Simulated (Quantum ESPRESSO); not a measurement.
# HgTe (Coloradoite) (F-43m) in Quantum ESPRESSO: notebook, part 2 of 2

Quantum ESPRESSO 7.5. Earlier steps stand in the parts before.

### Step 4. Equation of state, OLYP+D4

File run.py:

```python
import numpy as np
from ase.calculators.espresso import Espresso, EspressoProfile
from ase import Atoms

atoms = Atoms(['Hg', 'Te'],
              cell=[[0.0, 3.2145, 3.2145], [3.2145, 0.0, 3.2145], [3.2145, 3.2145, 0.0]],
              scaled_positions=[[0.0, 0.0, 0.0], [0.75, 0.75, 0.75]],
              pbc=True)

input_data = {
    'control': {'calculation': 'scf', 'prefix': 'pwscf', 'outdir': './tmp', 'tprnfor': True, 'tstress': True, 'disk_io': 'nowf'},
    'system': {'ecutwfc': 80.0, 'nbnd': 26, 'input_dft': 'XC-000I-000I-110L-131L-000I-000I', 'occupations': 'smearing', 'smearing': 'fd', 'degauss': 0.00367493},
    'electrons': {'conv_thr': 4e-10, 'electron_maxstep': 120, 'mixing_beta': 0.5},
}
pseudopotentials = {'Te': 'Te.upf', 'Hg': 'Hg.upf'}
profile = EspressoProfile(command='pw.x', pseudo_dir='pseudo')
dft = Espresso(profile=profile, input_data=input_data, pseudopotentials=pseudopotentials, kpts=(7, 7, 7), koffset=(0, 0, 0))
from ase.calculators.mixing import SumCalculator
from dftd4.ase import DFTD4
d4 = DFTD4(method='olyp')
atoms.calc = SumCalculator([dft, d4])

from ase.eos import EquationOfState
from ase.units import GPa
cell, v, e = atoms.cell.copy(), [], []
for x in [0.94, 0.96, 0.98, 1.0, 1.02, 1.04, 1.06]:
    atoms.set_cell(cell * x ** (1 / 3), scale_atoms=True)
    v.append(atoms.get_volume() / len(atoms))
    e.append(atoms.get_potential_energy() / len(atoms))
    print(f'V {v[-1]:.6f} A^3/atom  E {e[-1]:.8f} eV/atom')
v0, e0, b0 = EquationOfState(v, e, eos='birchmurnaghan').fit()
print(f'V0 {v0:.5f} A^3/atom  E0 {e0:.6f} eV/atom  B0 {b0 / GPa:.2f} GPa')
```

Potentials or basis: PseudoDojo 0.4.1 SR PBE standard.

Launch:

```sh
> OMP_NUM_THREADS=1 python run.py
```

Output:

```text
V 31.222534 A^3/atom  E -3705.86403733 eV/atom
V 31.886843 A^3/atom  E -3705.88129012 eV/atom
V 32.551152 A^3/atom  E -3705.89361224 eV/atom
V 33.215461 A^3/atom  E -3705.90155712 eV/atom
V 33.879771 A^3/atom  E -3705.90566680 eV/atom
V 34.544080 A^3/atom  E -3705.90639840 eV/atom
V 35.208389 A^3/atom  E -3705.90408478 eV/atom
V0 34.35812 A^3/atom  E0 -3705.906504 eV/atom  B0 38.74 GPa
```

espresso.pwi:

```text
&CONTROL
   calculation      = 'scf'
   tstress          = .true.
   tprnfor          = .true.
   outdir           = './tmp'
   prefix           = 'pwscf'
   disk_io          = 'nowf'
   pseudo_dir       = 'pseudo'
/
&SYSTEM
   nbnd             = 26
   ecutwfc          = 80.0
   occupations      = 'smearing'
   degauss          = 0.00367493
   smearing         = 'fd'
   input_dft        = 'XC-000I-000I-110L-131L-000I-000I'
   ntyp             = 2
   nat              = 2
   ibrav            = 0
/
&ELECTRONS
   electron_maxstep = 120
   conv_thr         = 4e-10
   mixing_beta      = 0.5
/
&IONS
/
&CELL
/
&FCP
/
&RISM
/
ATOMIC_SPECIES
Hg 200.592 Hg.upf
Te 127.6 Te.upf

K_POINTS automatic
7 7 7  0 0 0

CELL_PARAMETERS angstrom
0.00000000000000 3.27754541767621 3.27754541767621
3.27754541767621 0.00000000000000 3.27754541767621
3.27754541767621 3.27754541767621 0.00000000000000

ATOMIC_POSITIONS angstrom
Hg 0.0000000000 0.0000000000 0.0000000000  
Te 4.9163181265 4.9163181265 4.9163181265
```

espresso.pwo:

```text
This program is part of the open-source Quantum ESPRESSO suite
     for quantum simulation of materials; please cite
         "P. Giannozzi et al., J. Phys.:Condens. Matter 21 395502 (2009);
         "P. Giannozzi et al., J. Phys.:Condens. Matter 29 465901 (2017);
         "P. Giannozzi et al., J. Chem. Phys. 152 154105 (2020);
     in publications or presentations arising from this work. More details at

Warning: card &CELL ignored
Warning: card &FCP ignored
Warning: card &RISM ignored

     IMPORTANT: XC functional enforced from input :
     Exchange-correlation= XC-000I-000I-110L-131L-000I-000I
                           (   0   0 110 131   0   0   0)
     Any further DFT definition will be discarded
     Please, verify this is what you really want

     Message from routine setup:
     using ibrav=0 with symmetry is DISCOURAGED, use correct ibrav instead

     G-vector sticks info
     --------------------
     sticks:   dense  smooth     PW     G-vecs:    dense   smooth      PW
     Sum        1675    1675    499                45863    45863    7119

     Using Slab Decomposition

     bravais-lattice index     =            0
     lattice parameter (alat)  =       8.7592  a.u.
     unit-cell volume          =     475.1960 (a.u.)^3
     number of atoms/cell      =            2
     number of atomic types    =            2
     number of electrons       =        36.00
     number of Kohn-Sham states=           26
     kinetic-energy cutoff     =      80.0000  Ry
     charge density cutoff     =     320.0000  Ry
     scf convergence threshold =      4.0E-10
     mixing beta               =       0.5000
     number of iterations used =            8  plain     mixing
     Exchange-correlation= XC-000I-000I-110L-131L-000I-000I
                           (   0   0 110 131   0   0   0)

     celldm(1)=   8.759162  celldm(2)=   0.000000  celldm(3)=   0.000000
     celldm(4)=   0.000000  celldm(5)=   0.000000  celldm(6)=   0.000000

     crystal axes: (cart. coord. in units of alat)
               a(1) = (   0.000000   0.707107   0.707107 )
               a(2) = (   0.707107   0.000000   0.707107 )
               a(3) = (   0.707107   0.707107   0.000000 )

     reciprocal axes: (cart. coord. in units 2 pi/alat)
               b(1) = ( -0.707107  0.707107  0.707107 )
               b(2) = (  0.707107 -0.707107  0.707107 )
               b(3) = (  0.707107  0.707107 -0.707107 )

     PseudoPot. # 1 for Hg read from file:
     Hg.upf
     Pseudo is Norm-conserving + core correction, Zval = 20.0
     Generated using ONCVPSP code by D. R. Hamann
     Using radial grid of 1262 points,  7 beta functions with:
                l(1) =   0
                l(2) =   0
                l(3) =   1
                l(4) =   1
                l(5) =   2
                l(6) =   2
                l(7) =   3

     PseudoPot. # 2 for Te read from file:
     Te.upf
     Pseudo is Norm-conserving + core correction, Zval = 16.0
     Generated using ONCVPSP code by D. R. Hamann
     Using radial grid of 1294 points,  6 beta functions with:
                l(1) =   0
                l(2) =   0
                l(3) =   1
                l(4) =   1
                l(5) =   2
                l(6) =   2

     atomic species   valence    mass     pseudopotential
     Hg               20.00   200.59200     Hg( 1.00)
     Te               16.00   127.60000     Te( 1.00)

     24 Sym. Ops. (no inversion) found

   Cartesian axes

     site n.     atom                  positions (alat units)
         1        Hg     tau(   1) = (   0.0000000   0.0000000   0.0000000  )
         2        Te     tau(   2) = (   1.0606602   1.0606602   1.0606602  )

     number of k points=    20  Fermi-Dirac smearing, width (Ry)=  0.0037
                       cart. coord. in units 2pi/alat
        k(    1) = (   0.0000000   0.0000000   0.0000000), wk =   0.0058309
        k(    2) = (   0.1010153   0.1010153  -0.1010153), wk =   0.0466472
        k(    3) = (   0.2020305   0.2020305  -0.2020305), wk =   0.0466472
        k(    4) = (   0.3030458   0.3030458  -0.3030458), wk =   0.0466472
        k(    5) = (   0.2020305  -0.0000000   0.0000000), wk =   0.0349854
        k(    6) = (   0.3030458   0.1010153  -0.1010153), wk =   0.1399417
[... 12 lines left out ...]
        k(   19) = (  -0.1010153  -0.5050763   0.7071068), wk =   0.1399417
        k(   20) = (   0.0000000  -0.4040610   0.6060915), wk =   0.1399417

     Dense  grid:    45863 G-vectors     FFT dimensions: (  50,  50,  50)

     WARNING: libxc functional with ID  110 depends
      on external parameters: check the user_guide of
      QE if you need to modify them or to check their
      default values.

     WARNING: libxc functional with ID  131 depends
      on external parameters: check the user_guide of
      QE if you need to modify them or to check their
      default values.

     Initial potential from superposition of free atoms

     starting charge      35.9997, renormalised to      36.0000
     Starting wfcs are   19 randomized atomic wfcs +    7 random wfcs

     Self-consistent Calculation

     iteration #  1     ecut=    80.00 Ry     beta= 0.50
     Davidson diagonalization with overlap
     ethr =  1.00E-02,  avg # of iterations =  6.7

     Threshold (ethr) on eigenvalues was too large:
     Diagonalizing with lowered threshold

     Davidson diagonalization with overlap
     ethr =  1.01E-04,  avg # of iterations =  4.3

     total energy              =    -544.63702450 Ry
     estimated scf accuracy    <       0.03651901 Ry
[... 50 lines left out ...]
     iteration #  9     ecut=    80.00 Ry     beta= 0.50
     Davidson diagonalization with overlap
     ethr =  2.55E-12,  avg # of iterations =  2.0

     End of self-consistent calculation

          k = 0.0000 0.0000 0.0000 (  5769 PWs)   bands (ev):

  -106.8075 -55.0990 -55.0990 -55.0990 -28.5869 -28.5869 -28.5869 -28.5824
   -28.5824  -3.1744   1.1892   1.1892   1.1892   1.6454   1.6454   7.8181
     8.4188   8.4188   8.4188  12.9208  12.9208  12.9208  15.8338  18.1508
    18.1508  19.0397
[... 101 lines left out ...]
  -106.8075 -55.0991 -55.0991 -55.0990 -28.5874 -28.5866 -28.5865 -28.5824
   -28.5821  -2.5137   1.3905   1.4638   1.5076   1.6890   2.1330   3.2625
     6.1396   6.5285  10.7571  12.0116  16.2770  16.5810  17.2792  18.8766
    20.1900  20.5533

          k = 0.4041 0.2020 0.0000 (  5742 PWs)   bands (ev):

  -106.8075 -55.0991 -55.0990 -55.0990 -28.5872 -28.5867 -28.5867 -28.5824
   -28.5822  -2.7325   1.3124   1.3420   1.4941   1.6616   1.7066   4.3772
     6.6136   7.3157  10.6805  12.6865  14.1073  15.1109  16.7078  18.9156
    19.3746  19.8260
[... 17 lines left out ...]
  -106.8075 -55.0991 -55.0991 -55.0990 -28.5872 -28.5869 -28.5866 -28.5823
   -28.5821  -2.5262   1.3834   1.4156   1.5965   1.6438   2.1691   3.2799
     5.9294   6.5378  11.2753  13.2975  14.4225  15.5249  17.2935  18.7841
    20.4346  20.7477

     the Fermi energy is     8.4650 ev

!    total energy              =    -544.64594118 Ry
     estimated scf accuracy    <          1.4E-10 Ry
     smearing contrib. (-TS)   =      -0.00005734 Ry
     internal energy E=F+TS    =    -544.64588384 Ry

     The total energy is F=E-TS. E is the sum of the following terms:
     one-electron contribution =    -322.56558812 Ry
     hartree contribution      =     168.49375640 Ry
     xc contribution           =    -106.33930867 Ry
     ewald contribution        =    -284.23474344 Ry

     convergence has been achieved in   9 iterations

     Forces acting on atoms (cartesian axes, Ry/au):

     atom    1 type  1   force =    -0.00000000   -0.00000000    0.00000000
     atom    2 type  2   force =     0.00000000    0.00000000   -0.00000000

     Total force =     0.000000     Total SCF correction =     0.000000

     Computing stress (Cartesian axis) and pressure

          total   stress  (Ry/bohr**3)                   (kbar)     P=       32.81
   0.00022301   0.00000000   0.00000000           32.81        0.00        0.00
   0.00000000   0.00022301  -0.00000000            0.00       32.81       -0.00
   0.00000000  -0.00000000   0.00022301            0.00       -0.00       32.81

=------------------------------------------------------------------------------=
   JOB DONE.
=------------------------------------------------------------------------------=
```

It took 4.9 min on 1 thread of Arm Neoverse V2, shared host; peak memory 0.15 GiB.

What came out:

```
Equilibrium volume                      : 34.36 Å³/atom
Bulk modulus                            : 39 GPa
Pressure derivative of the bulk modulus : 5.4
```

Energy against volume, from the lowest point:
```tsv
volume (Å³/atom)	energy (meV/atom)
31.223	42.36
31.887	25.11
32.551	12.79
33.215	4.84
33.880	0.73
34.544	0.00
35.208	2.31
```

Caveat: the potentials were made for another functional, which shifts forces and pressure.

### Step 5. Summary

| task | level | dispersion computed by | V0 of scaled cells (Å³/atom) | B0 (GPa) |
| --- | --- | --- | --- | --- |
| band structure | optB88-vdW | - | - | - |
| equation of state | BP86+D4 | dftd4 4.3.1 through ASE | 34.08 | 45 |
| equation of state | OLYP+D4 | dftd4 4.3.1 through ASE | 34.36 | 39 |

Alike in all rows: potentials or basis PseudoDojo 0.4.1 SR PBE standard; no spin polarisation; cell as given; k mesh 7 × 7 × 7; cutoff (eV) 1088; smearing fermi-dirac 0.05 eV.

Caveats: the potentials were made for another functional, which shifts forces and pressure; spin-orbit coupling is left out, which moves the levels of the heavy elements (some runs).

Total energies depend on the potentials used, so only differences within one code and one set of settings carry meaning.

### Step 6. How close it comes

Step 3. A measured bulk modulus of HgTe is 43 GPa (a printed reference work, monograph); the calculated 45 GPa misses it by +4.3 %. The fit is for a static lattice scaled at fixed shape and fixed fractional positions.

Step 4. A measured bulk modulus of HgTe is 43 GPa (a printed reference work, monograph); the calculated 39 GPa misses it by -9.9 %. The fit is for a static lattice scaled at fixed shape and fixed fractional positions.
